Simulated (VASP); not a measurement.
**Ti2O: equation of state with PBEsol**

Ti2O:

```
Ti O
1.0
     2.95513    0.00000    0.00000
    -1.47757    2.55922    0.00000
     0.00000    0.00000    4.71933
Ti O
2 1
Direct
  0.33333 0.66667 0.73782
  0.66667 0.33333 0.26218
  0.00000 0.00000 0.00000
```

```
Program             : VASP 6.6.1
Task                : equation of state
Functional          : PBEsol
Potentials or basis : VASP PAW PBE potentials, release 64 (Ti_sv, O)
Cutoff              : 520 eV
k mesh              : 8 × 8 × 6
Occupations         : fermi-dirac, width 0.05 eV
Spin                : no spin polarisation
```

| Item | Value |
| --- | --- |
| Equilibrium volume | 11.92 Å³/atom |
| Bulk modulus at fixed shape and positions | 200 GPa |
| Pressure derivative of the bulk modulus | 4.4 (rough: it moves with the points fitted) |

Energy against volume, from the lowest point:
| volume (Å³/atom) | energy (meV/atom) |
| --- | --- |
| 11.421 | 14.23 |
| 11.659 | 3.77 |
| 11.897 | 0.00 |
| 12.135 | 2.25 |
| 12.373 | 9.91 |

All runs of the series together: 8.1 min on 1 thread of Intel(R) Xeon(R) Platinum 8259CL CPU @ 2.50GHz (Skylake/Cascade Lake), with other jobs on the host.

Caveat: the cell was scaled at fixed shape and fractional positions, which overstates the stiffness of a crystal with free parameters, most of all of layers and chains; the PAW data sets were made with another functional, which shifts forces and pressure a little.
